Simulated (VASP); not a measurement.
The system is Sb.

```
Sb
1.0
     1.95308   -6.19556    0.00000
     1.95308    6.19556    0.00000
     0.00000    0.00000    5.16887
Sb
4
Direct
  0.09800 0.90200 0.91000
  0.59800 0.40200 0.59000
  0.90200 0.09800 0.09000
  0.40200 0.59800 0.41000
```

The cell was built by a generator and needn't be a form met in nature.

| Quantity | Value |
| --- | --- |
| Program | VASP 6.6.1 |
| Task | relaxation of cell and atoms |
| Functional | PBEsol |
| Potentials or basis | VASP PAW PBE potentials, release 64 (Sb) |
| Cutoff | 600 eV |
| k mesh | 6 × 6 × 4 |
| Occupations | gaussian, width 0.1 eV |
| Spin | no spin polarisation |

At the start: pressure 18.4 GPa; volume 31.27 Å³/atom.

**Question.** How do energy, volume and symmetry change on relaxing?

**Answer.** Over 19 steps the energy falls by 655.6 meV/atom and the volume is 29.44 Å³/atom (-5.9 %); space group Cmce (No. 64, to 0.05 Å).

The path:
| step | energy change (eV) | largest force (eV/Å) | pressure (GPa) | volume (Å³) |
| --- | --- | --- | --- | --- |
| 1 | 0.0000 | 4.2528 | 18.42 | 125.09 |
| 2 | -0.0470 | 1.6323 | -7.56 | 201.99 |
| 3 | -2.0771 | 0.2650 | -1.63 | 155.83 |
| 4 | -2.0888 | 0.3970 | -1.01 | 153.85 |
| 5 | -2.0903 | 0.4817 | -0.60 | 152.71 |
| 6 | -2.1442 | 0.4157 | -0.72 | 150.34 |
| 7 | -2.1626 | 0.5112 | -0.71 | 147.98 |
| 8 | -2.1974 | 0.4478 | -0.66 | 145.75 |
| 9 | -2.2841 | 0.2751 | -0.43 | 139.19 |
| 10 | -2.3779 | 0.1756 | 0.53 | 126.63 |
| 11 | -2.4793 | 0.2038 | -0.04 | 124.65 |
| 12 | -2.5810 | 0.3122 | -0.49 | 119.63 |
| 13 | -2.6091 | 0.1579 | 0.11 | 115.71 |
| 14 | -2.6153 | 0.1405 | -0.11 | 116.93 |
| 15 | -2.6153 | 0.1404 | -0.12 | 116.99 |
| 16 | -2.6191 | 0.0696 | 0.29 | 116.62 |
| 17 | -2.6194 | 0.0572 | 0.44 | 116.49 |
| 18 | -2.6217 | 0.0333 | 0.23 | 117.15 |
| 19 | -2.6224 | 0.0131 | 0.03 | 117.76 |

Final structure:
```
CELL_PARAMETERS angstrom
2.19686 -5.99057 0.00000
2.19686 5.99057 0.00000
0.00000 0.00000 4.47399
ATOMIC_POSITIONS crystal
Sb 0.11880 0.88120 0.96813
Sb 0.61880 0.38120 0.53187
Sb 0.88120 0.11880 0.03187
Sb 0.38120 0.61880 0.46813
```

Caveat: the PAW data sets were made with another functional, which shifts forces and pressure a little.
